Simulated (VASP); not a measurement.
The system is SnO2.

```
Sn O
1.0
     5.17526    0.00000    0.00000
     0.00000    5.17526    0.00000
     0.00000    0.00000    5.17526
Sn O
4 8
Cartesian
  0.0000 0.0000 0.0000
  2.5876 0.0000 2.5876
  2.5876 2.5876 0.0000
  0.0000 2.5876 2.5876
  3.4214 4.3415 0.8337
  4.3415 0.8337 3.4214
  0.8337 3.4214 4.3415
  1.7539 1.7539 1.7539
  3.4214 3.4214 3.4214
  4.3415 1.7539 0.8337
  0.8337 4.3415 1.7539
  1.7539 0.8337 4.3415
```

Measurements of this composition are mostly on another form, of space group No. 136.

```yaml
Program: VASP 6.6.1
Task: relaxation of cell and atoms
Functional: r2SCAN
Potentials_or_basis: VASP PAW PBE potentials, release 64 (Sn_d, O)
Cutoff: 600 eV
k_mesh: 4 × 4 × 4
Occupations: gaussian, width 0.02 eV
Spin: no spin polarisation
```

At the start: pressure -8.2 GPa; volume 11.55 Å³/atom.

**Question.** How do energy, volume and symmetry change on relaxing?

**Answer.** Over 6 steps the energy falls by 12.0 meV/atom and the volume is 11.10 Å³/atom (-3.9 %); space group Pa-3 (No. 205, to 0.05 Å).

Step by step:
```
step  energy change (eV)  largest force (eV/Å)  pressure (GPa)  volume (Å³)
   1              0.0000                0.0111           -8.24       138.61
   2              0.0906                0.0887           12.49       127.03
   3             -0.1427                0.0294           -0.13       133.35
   4             -0.1427                0.0303            0.05       133.24
   5             -0.1430                0.0258            0.06       133.23
   6             -0.1435                0.0119            0.06       133.21
```

Final structure:
```cif
data_structure
_symmetry_space_group_name_H-M 'P 1'
_symmetry_Int_Tables_number 1
_cell_length_a 5.1071
_cell_length_b 5.1071
_cell_length_c 5.1071
_cell_angle_alpha 90.000
_cell_angle_beta 90.000
_cell_angle_gamma 90.000
_cell_volume 133.21
loop_
_atom_site_label
_atom_site_type_symbol
_atom_site_fract_x
_atom_site_fract_y
_atom_site_fract_z
_atom_site_occupancy
Sn1 Sn 0.00000 0.00000 0.00000 1
Sn2 Sn 0.50000 0.00000 0.50000 1
Sn3 Sn 0.50000 0.50000 0.00000 1
Sn4 Sn 0.00000 0.50000 0.50000 1
O1 O 0.66054 0.83946 0.16054 1
O2 O 0.83946 0.16054 0.66054 1
O3 O 0.16054 0.66054 0.83946 1
O4 O 0.33946 0.33946 0.33946 1
O5 O 0.66054 0.66054 0.66054 1
O6 O 0.83946 0.33946 0.16054 1
O7 O 0.16054 0.83946 0.33946 1
O8 O 0.33946 0.16054 0.83946 1
```

Caveat: the PAW data sets were made with another functional, which shifts forces and pressure a little.
